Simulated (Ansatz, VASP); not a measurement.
## One calculation of Hf2B3, two programs

```
CELL_PARAMETERS angstrom
4.17459 0.00000 0.00000
0.00000 4.17459 0.00000
0.00000 0.00000 4.17459
ATOMIC_POSITIONS crystal
Hf 0.00000 0.00000 0.00000
Hf 0.50000 0.50000 0.50000
B 0.50000 0.00000 0.00000
B 0.00000 0.50000 0.00000
B 0.00000 0.00000 0.50000
```

Alike in both runs: functional PBE; k mesh 10 × 10 × 10; occupations gaussian, width 0.1 eV; no spin polarisation.

Ansatz relaxed the structure, and its values are those at the end. VASP's run is a single point on that final structure, the one shown.

|  | VASP | Ansatz |
| --- | --- | --- |
| version | VASP 6.6.1 | Ansatz 0.2.0 |
| potentials or method | VASP PAW PBE potentials, release 64 (Hf_pv, B) | scalar-relativistic, plane waves, PAW |
| plane-wave cutoff (eV) | 520 | 420 |
| valence electrons in the cell | 29 | 61 |

Ansatz gave:

| Item | Value |
| --- | --- |
| gap on the k mesh at the Fermi level (eV) | none |
| pressure (GPa) | 0.0 |

Task: Estimate VASP's values.

Result: gap on the k mesh at the Fermi level (eV): none; pressure (GPa): 1.0.

A gap of «none» marks a metal or a gap that the smearing closes. With one functional, cell and mesh, what is left measures potentials, basis and numerics. The two sets of potentials don't hold the same shells in valence.

Spin-orbit coupling is left out, which matters for the levels of Hf.
